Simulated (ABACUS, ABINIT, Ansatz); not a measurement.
**Cost and result for the equilibrium volume of MoS2**

Symmetry: P-3m1, No. 164, trigonal system. The conventional cell has a = 3.227 Å, b = 3.227 Å, c = 6.312 Å, α = 90.00°, β = 90.00°, γ = 120.00°. Mo (site symmetry -3m) is surrounded by 6 S at 2.42 Å. S (site symmetry 3m) has 3 Mo at 2.42 Å as nearest neighbours.

Measurements of this composition are mostly on another form, of space group No. 194.

```csv
rung,level,program and potentials,cutoff (eV),k mesh,smearing,core time,chip,equilibrium volume (Å³/atom),notes
meta-GGA + U (5 eV),"r2SCAN+U (Mo d U = 5 eV, fll (the default))","Ansatz, Ansatz PAW",500,9 × 9 × 4,fermi-dirac 0.05,13 s,AMD EPYC 9B45 Zen 5,18.65,"potentials made for PBE, which Ansatz adapts in part"
LDA,LDA,"Ansatz, Ansatz PAW",420,9 × 9 × 4,fermi-dirac 0.05,16 s,Arm Neoverse V2,16.46,"potentials made for PBE, which Ansatz adapts in part"
GGA + dispersion,PBEsol+D4,"Ansatz, Ansatz PAW",420,9 × 9 × 4,fermi-dirac 0.05,17 s,Arm Neoverse V1,16.28,"potentials made for PBE, which Ansatz adapts in part"
GGA + dispersion,BLYP+D3(BJ),"Ansatz, Ansatz PAW",420,9 × 9 × 4,fermi-dirac 0.05,33 s,Intel Xeon Skylake/Cascade Lake,16.94,"potentials made for PBE, which Ansatz adapts in part"
GGA + dispersion,BLYP+D4,"Ansatz, Ansatz PAW",420,9 × 9 × 4,fermi-dirac 0.05,33 s,Intel Xeon Skylake/Cascade Lake,(a),"potentials made for PBE, which Ansatz adapts in part"
GGA,PBEsol,"Ansatz, Ansatz PAW",420,9 × 9 × 4,fermi-dirac 0.05,36 s,Intel Xeon Skylake/Cascade Lake,17.37,"potentials made for PBE, which Ansatz adapts in part"
meta-GGA,m-r2SCAN,"Ansatz, Ansatz PAW",500,9 × 9 × 4,fermi-dirac 0.05,57 s,Arm Neoverse N1,18.69,"potentials made for PBE, which Ansatz adapts in part"
hybrid,HSE06,"Ansatz, Ansatz PAW",420,6 × 6 × 4,fermi-dirac 0.05,3.9 min,AMD EPYC 7R13 Zen 3,20.37,"coarse mesh; potentials made for PBE, which Ansatz adapts in part"
hybrid,PBE0,"Ansatz, Ansatz PAW",420,6 × 6 × 4,fermi-dirac 0.05,4.2 min,AMD EPYC 7R13 Zen 3,20.53,"coarse mesh; potentials made for PBE, which Ansatz adapts in part"
GGA,WC,"ABACUS, PseudoDojo NC SR 0.4 PBEsol stringent, plane waves",1102,7 × 7 × 3,fermi-dirac 0.05,16 min,Intel Xeon Platinum 8488C Sapphire Rapids,17.62,potentials made for PBEsol
GGA,PBEsol,"ABINIT, PseudoDojo NC SR PBEsol v0.4 stringent",1088,7 × 7 × 3,fermi-dirac 0.05,16 min,Arm Neoverse V2,(b),-
LDA,LDA,"ABINIT, PseudoDojo NC SR LDA v0.4.1 standard",1088,7 × 7 × 3,fermi-dirac 0.05,20 min,Arm Neoverse V1,(c),-
```

Times are single runs on shared hosts and different chips, so they are rough; meshes, cutoffs and the tasks' sizes weigh on the time. Task: relaxation of cell and atoms. All rows: no spin polarisation. m-r2SCAN is the variant of Desmarais and co-workers (2025). Smearing widths are in eV. For a metal such meshes aren't converged. Meshes differ between rows, which moves values too. Meshes are those of the run's cell of 3 atoms unless a note names another. Relaxations start from the cell shown or near it and stop with a little pressure left. Runs on faulty files, with rough fits or with known faults for this quantity aren't shown. PBE isn't shown for this crystal. No row holds spin-orbit coupling.

Estimate the values left out from the other rows.

(a) 17.39 Å³/atom; (b) 17.48 Å³/atom; (c) 16.45 Å³/atom.
